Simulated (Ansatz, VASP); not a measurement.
Two plane-wave programs on Te

Contents of INCAR:

```
SYSTEM = Te
ALGO = Fast
EDIFF = 1E-6
ENCUT = 520
GGA = PS
ISIF = 2
ISMEAR = -1
LASPH = .True.
LCHARG = .False.
LREAL = .False.
LWAVE = .False.
NBANDS = 13
NELM = 60
PREC = Accurate
SIGMA = 0.1
```

The input KPOINTS:

```
k-points
0
Gamma
  11 11 8
  0 0 0
```

POSCAR

```
Te
1.0
    3.9673156263      0.0000000000      0.0000000000
   -1.9836578131      3.4357961173      0.0000000000
    0.0000000000      0.0000000000      4.4815112896
Te
2
Direct
    0.3333333333      0.6666666667      0.2500000000
    0.6666666667      0.3333333333      0.7500000000
```

Input for Ansatz:

```yaml
crystal:
  lattice:
    - [3.9673156263, 0.0, 0.0]
    - [-1.9836578131, 3.4357961173, 0.0]
    - [0.0, 0.0, 4.4815112896]
  atoms:
    - { symbol: Te, position: [0.3333333333, 0.6666666667, 0.25] }
    - { symbol: Te, position: [0.6666666667, 0.3333333333, 0.75] }
hamiltonian:
  xc: pbesol
  pseudopotentials:
    kind: paw
    azcp:
      Te: "pseudopotentials/Te.paw.azcp"
basis:
  ecutwfc: 420
  fft_grid_basis: typed
kpoints:
  mp_grid: { grid: [11, 11, 8], shift: [0, 0, 0] }
magnetization:
  spin_polarized: false
scf:
  occupations: { method: fermi_dirac, width: 0.1 }
  lower_state_search: "off"
output:
  stress: true
  write_density: true
  write_potential: true
  elf: true
  volumetric_format: npy
```

Alike in both runs: task single point; functional PBEsol; k mesh 11 × 11 × 8; occupations fermi-dirac, width 0.1 eV; no spin polarisation.

|  | VASP | Ansatz |
| --- | --- | --- |
| version | VASP 6.6.1 | Ansatz 0.2.0 |
| potentials or method | VASP PAW PBE potentials, release 64 (Te) | plane waves (420 eV) with PAW, scalar-relativistic |
| plane-wave cutoff (eV) | 520 | 420 |
| valence electrons in the cell | 12 | 32 |

VASP gave:

- pressure (GPa): -2.1
- largest component of the traceless stress (GPa): 1.26

Task: Which values does Ansatz return?

Result: Pressure (GPa): -2.2; largest component of the traceless stress (GPa): 1.29.

With one functional, cell and mesh, what is left measures potentials, basis and numerics. The two sets of potentials don't hold the same shells in valence. Ansatz warned: «pseudo_functional_mismatch».

Caveats: the PAW data sets were made with another functional, which shifts forces and pressure a little (VASP). The runs have no spin-orbit coupling, so splittings on Te are missing.
